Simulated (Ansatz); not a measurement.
## (001) slab of rocksalt KF, 13.3 Å thick as cut, bare faces

Ansatz, PAW, plane waves, no spin–orbit coupling unless named; atoms relaxed with PBEsol, the curve by HSE06. The curve holds the local part of the PAW potentials, so its shape inside matter depends on the files.

```yaml
crystal:
  lattice:
    - [2.65298, 2.65298, 0.00000]
    - [-2.65298, 2.65298, 0.00000]
    - [0.00000, 0.00000, 26.26491]
  atoms:
    - { symbol: F, position: [0.49662, 0.49757, 0.24915] }
    - { symbol: F, position: [0.49840, 0.49901, 0.44998] }
    - { symbol: F, position: [0.49865, 0.50382, 0.65224] }
    - { symbol: F, position: [0.99728, 0.99939, 0.34783] }
    - { symbol: F, position: [0.99901, 0.00022, 0.55033] }
    - { symbol: F, position: [0.99547, 0.00426, 0.75112] }
    - { symbol: K, position: [0.99623, 0.99794, 0.24792] }
    - { symbol: K, position: [0.99640, 0.99933, 0.44947] }
    - { symbol: K, position: [0.99805, 0.00040, 0.65167] }
    - { symbol: K, position: [0.49689, 0.49843, 0.34857] }
    - { symbol: K, position: [0.49686, 0.49991, 0.55081] }
    - { symbol: K, position: [0.49867, 0.50153, 0.75221] }
```

Planar mean of the electrostatic potential energy along the normal, from the vacuum level:

```tsv
z (Å)	v (eV)
0.00	0.00
0.29	0.00
0.73	0.00
1.02	0.00
1.31	0.00
1.75	0.00
2.04	0.00
2.33	0.00
2.77	0.00
3.06	0.00
3.36	0.00
3.79	0.00
4.09	-0.01
4.38	-0.01
4.82	-0.06
5.11	-0.18
5.40	-0.52
5.84	-3.03
6.13	-7.72
6.42	-10.87
6.71	-10.37
7.15	-3.91
7.44	-1.17
7.73	-0.50
8.17	-0.94
8.46	-3.02
8.75	-7.82
9.19	-11.06
9.48	-8.62
9.78	-3.89
10.21	-0.81
10.51	-0.57
10.80	-0.95
11.24	-4.76
11.53	-9.36
11.82	-11.13
12.26	-6.97
12.55	-2.42
12.84	-0.80
13.28	-0.55
13.57	-1.33
13.86	-4.32
14.30	-10.56
14.59	-10.76
14.88	-7.37
15.32	-1.62
15.61	-0.68
15.90	-0.61
16.34	-2.16
16.63	-6.26
16.93	-10.27
17.36	-9.84
17.66	-5.45
17.95	-1.69
18.39	-0.50
18.68	-0.71
18.97	-2.05
19.41	-8.67
19.70	-11.09
19.99	-9.76
20.28	-5.34
20.72	-0.95
21.01	-0.31
21.30	-0.11
21.74	-0.02
22.03	-0.01
22.33	0.00
22.76	0.00
23.05	0.00
23.35	0.00
23.78	0.00
24.08	0.00
24.37	0.00
24.81	0.00
25.10	0.00
25.39	0.00
25.83	0.00
26.12	0.00
```

(1) How far below the vacuum level do the top filled and the lowest empty level lie, by each functional?

Answers

(1) PBEsol: 6.04 and 0.68 eV (gap 5.36 eV, a 6×6×1 mesh); HSE06: 7.43 and 0.52 eV (gap 6.91 eV, a 4×4×1 mesh). Either level can be a surface state and not a band edge of the crystal.
